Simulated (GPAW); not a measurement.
Set up this calculation in GPAW 26.7.0, as an ASE script.

```
Task                : relaxation of cell and atoms
Functional          : RPBE
Potentials or basis : the program's PAW data sets (release 1.2.1) made for this functional
Cutoff              : 600 eV
Basis               : pw
k mesh              : 7 × 7 × 4
Occupations         : fermi-dirac, width 0.05 eV
Spin                : no spin polarisation
Maxiter             : 150
Optimizer           : FIRE
Fmax                : 0.02 eV/Å
Max steps           : 100
Convergence         : density=1e-06 energy=1e-06 eigenstates=1e-10
```

The structure of Zr lies in Zr.xyz:

```xyz
2
Lattice="3.2320000000 0.0000000000 0.0000000000 -1.6160000000 2.7989941050 0.0000000000 0.0000000000 0.0000000000 5.1470000000" Properties=species:S:1:pos:R:3 pbc="T T T"
Zr     1.6160000002      0.9329980349      3.8602500000
Zr    -0.0000000002      1.8659960701      1.2867500000
```

The input as run:

run.py

```python
from ase.filters import FrechetCellFilter
from ase.io import read, write
from ase.optimize import FIRE
from gpaw import GPAW, PW

atoms = read('Zr.xyz')

calc = GPAW(mode=PW(600),
            xc='RPBE',
            kpts={'size': (7, 7, 4), 'gamma': True},
            occupations={'name': 'fermi-dirac', 'width': 0.05},
            nbands=24,
            convergence={'density': 1e-06, 'energy': 1e-06, 'eigenstates': 1e-10},
            maxiter=150,
            txt='gpaw.txt')
atoms.calc = calc
opt = FIRE(FrechetCellFilter(atoms), trajectory='relax.traj', logfile='-')
done = opt.run(fmax=0.02, steps=100)
calc.write('gs.gpw')
write('result.traj', atoms)
print('Converged:', done)
print('Cell:', atoms.cell.cellpar().round(4))
print('Volume:', round(atoms.get_volume(), 4))
print(atoms.get_scaled_positions().round(5))
```

Potentials or basis: the program's PAW data sets (release 1.2.1) made for this functional, pw.

Launch:

```bash
$ OMP_NUM_THREADS=1 python run.py
```

It gave:

| Item | Value |
| --- | --- |
| Relaxed volume | 23.93 Å³/atom |
| Relaxed cell | a = 3.262 Å, b = 3.262 Å, c = 5.193 Å, α = 90.00°, β = 90.00°, γ = 120.00° |
| Space group after relaxing (to 0.05 Å) | P6_3/mmc (No. 194) |
| Energy gained by relaxing | 5.3 meV/atom |
| Ionic steps | 4 |
| Pressure after relaxing | 0.0 GPa |
| Band gap on the k mesh | none (metal or under the smearing width) |

Caveat: later steps reuse the first step's grids.

Wall time 37 s on 1 thread of Intel(R) Xeon(R) Platinum 8559C (Emerald Rapids), with other jobs on the host, peak memory 0.21 GiB.
